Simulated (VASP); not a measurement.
Here is a VASP 6.6.1 calculation.

The input INCAR:

```
SYSTEM = Si24H10C
  PREC = Accurate
  ENCUT = 400
  EDIFF = 1E-6
  ISMEAR = 0
  SIGMA = 0.05
  LREAL = Auto
  LASPH = .TRUE.
  NELM = 60
  ALGO = Fast
  ISIF = 2
  LWAVE = .FALSE.
  LCHARG = .FALSE.
  GGA = PE
  IVDW = 12
  IBRION = 2
  NSW = 120
  EDIFFG = -0.03
  ISYM = 0
  LUSENCCL = .FALSE.
```

Contents of KPOINTS:

```
regular mesh
0
G
  1 1 1
  0 0 0
```

The input POSCAR:

```
Si24H10C
1.0
    7.6805938572      7.6805938572      0.0000000000
   -7.6805938572      7.6805938572      0.0000000000
    0.0000000000      0.0000000000     23.4276500000
Si H C
48 20 2
Selective dynamics
Direct
    0.7005149941      0.2994850059      0.4169282877  T T T
    0.7994850059      0.7005149941      0.4169282877  T T T
    0.0494850059      0.9505149941      0.4451001274  T T T
    0.2994850059      0.2005149941      0.4169282877  T T T
    0.9505149941      0.5494850059      0.4451001274  T T T
    0.2005149941      0.7994850059      0.4169282877  T T T
    0.4505149941      0.0494850059      0.4451001274  T T T
    0.5494850059      0.4505149941      0.4451001274  T T T
    0.8750000000      0.3750000000      0.3773276449  T T T
    0.8750000000      0.8750000000      0.3773276449  T T T
    0.1250000000      0.1250000000      0.3773276449  T T T
    0.3750000000      0.3750000000      0.3773276449  T T T
    0.1250000000      0.6250000000      0.3773276449  T T T
    0.3750000000      0.8750000000      0.3773276449  T T T
    0.6250000000      0.1250000000      0.3773276449  T T T
    0.6250000000      0.6250000000      0.3773276449  T T T
    0.0000000000      0.2500000000      0.3193726217  T T T
    0.0000000000      0.7500000000      0.3193726217  T T T
    0.2500000000      0.0000000000      0.3193726217  T T T
    0.5000000000      0.2500000000      0.3193726217  T T T
    0.2500000000      0.5000000000      0.3193726217  T T T
    0.5000000000      0.7500000000      0.3193726217  T T T
    0.7500000000      0.0000000000      0.3193726217  T T T
    0.7500000000      0.5000000000      0.3193726217  T T T
    0.8750000000      0.1250000000      0.2614175984  T T T
    0.8750000000      0.6250000000      0.2614175984  T T T
    0.1250000000      0.8750000000      0.2614175984  T T T
    0.3750000000      0.1250000000      0.2614175984  T T T
    0.1250000000      0.3750000000      0.2614175984  T T T
    0.3750000000      0.6250000000      0.2614175984  T T T
    0.6250000000      0.8750000000      0.2614175984  T T T
    0.6250000000      0.3750000000      0.2614175984  T T T
    0.7500000000      0.2500000000      0.2034625752  T T T
    0.7500000000      0.7500000000      0.2034625752  T T T
    0.0000000000      0.0000000000      0.2034625752  T T T
    0.2500000000      0.2500000000      0.2034625752  T T T
    0.0000000000      0.5000000000      0.2034625752  T T T
    0.2500000000      0.7500000000      0.2034625752  T T T
    0.5000000000      0.0000000000      0.2034625752  T T T
    0.5000000000      0.5000000000      0.2034625752  T T T
    0.8750000000      0.3750000000      0.1455075520  F F F
    0.8750000000      0.8750000000      0.1455075520  F F F
    0.1250000000      0.1250000000      0.1455075520  F F F
    0.3750000000      0.3750000000      0.1455075520  F F F
    0.1250000000      0.6250000000      0.1455075520  F F F
    0.3750000000      0.8750000000      0.1455075520  F F F
    0.6250000000      0.1250000000      0.1455075520  F F F
    0.6250000000      0.6250000000      0.1455075520  F F F
    0.9516281893      0.2983718107      0.1067115140  F F F
    0.7983718107      0.4516281893      0.1067115140  F F F
    0.9516281893      0.7983718107      0.1067115140  F F F
    0.7983718107      0.9516281893      0.1067115140  F F F
    0.2016281893      0.0483718107      0.1067115140  F F F
    0.0483718107      0.2016281893      0.1067115140  F F F
    0.4516281893      0.2983718107      0.1067115140  F F F
    0.2983718107      0.4516281893      0.1067115140  F F F
    0.2016281893      0.5483718107      0.1067115140  F F F
    0.0483718107      0.7016281893      0.1067115140  F F F
    0.4516281893      0.7983718107      0.1067115140  F F F
    0.2983718107      0.9516281893      0.1067115140  F F F
    0.7016281893      0.0483718107      0.1067115140  F F F
    0.5483718107      0.2016281893      0.1067115140  F F F
    0.7016281893      0.5483718107      0.1067115140  F F F
    0.5483718107      0.7016281893      0.1067115140  F F F
    0.2719762474      0.6090222837      0.5066161182  T T T
    0.3909751738      0.7280260755      0.5066153510  T T T
    0.2698940784      0.8491071320      0.5752542115  T T T
    0.1508913321      0.7301065470      0.5752526779  T T T
    0.3033462807      0.6966561211      0.5225594917  T T T
    0.2385193901      0.7614793381      0.5593066122  T T T
```

Potentials or basis: VASP PAW PBE potentials, release 64 (Si, H, C).

Command:

```sh
$ cat potpaw_PBE.64/Si/POTCAR potpaw_PBE.64/H/POTCAR potpaw_PBE.64/C/POTCAR > POTCAR
$ mpirun -np 1 vasp_gam > vasp.out
```

(1) Predict the dispersion energy per atom.

(2) Estimate the energy gained by relaxing.

## Answers

(1) -0.185 eV.

(2) 34.2 meV/atom.
